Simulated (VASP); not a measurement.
Input of a VASP 6.6.1 run:

INCAR

```
SYSTEM = ZnS
PREC = Accurate ; ENCUT = 520
EDIFF = 1E-6 ; ISMEAR = 0
SIGMA = 0.012 ; LREAL = .False.
LASPH = .True. ; NELM = 60
ALGO = Fast ; ISIF = 2
LWAVE = .False. ; LCHARG = .False.
GGA = PE
```

File KPOINTS:

```
regular mesh
0
Gamma
  8 8 5
  0 0 0
```

The input POSCAR:

```
ZnS
1.0
    3.8110000000      0.0000000000      0.0000000000
   -1.9055000000      3.3004228138      0.0000000000
    0.0000000000      0.0000000000      6.2340000000
Zn S
2 2
Direct
    0.6666666667      0.3333333333      0.5000000000
    0.3333333333      0.6666666667      0.0000000000
    0.6666666667      0.3333333333      0.8850000000
    0.3333333333      0.6666666667      0.3850000000
```

Potentials or basis: VASP PAW PBE potentials, release 64 (Zn, S).

Command:

```console
$ cat potpaw_PBE.64/Zn/POTCAR potpaw_PBE.64/S/POTCAR > POTCAR
$ mpirun -np 1 vasp_std > vasp.out
```

**Question.** Estimate the pressure.

**Answer.** 2.2 GPa.

**Question.** Predict the largest force.

**Answer.** 0.323 eV/Å.

**Question.** What does it give for the band gap on the k mesh?

**Answer.** 2.25 eV, direct.

Forces in eV/Å, atoms in the order of the input:
```
Zn   0.000  0.000  0.323
Zn   0.000  0.000  0.323
S    0.000  0.000 -0.323
S    0.000  0.000 -0.323
```

**Measured values to compare with.**

From a printed reference work, monograph, for a bulk crystal of ZnS at 4 K: band gap 3.911 eV (direct).

A measured gap of ZnS is 3.911 eV (direct; 4 K; a printed reference work, monograph); the calculated 2.25 eV misses it by -1.66 eV. The value is that of PBE, without temperature or zero-point motion. Semilocal functionals fall short of measured gaps as a rule.
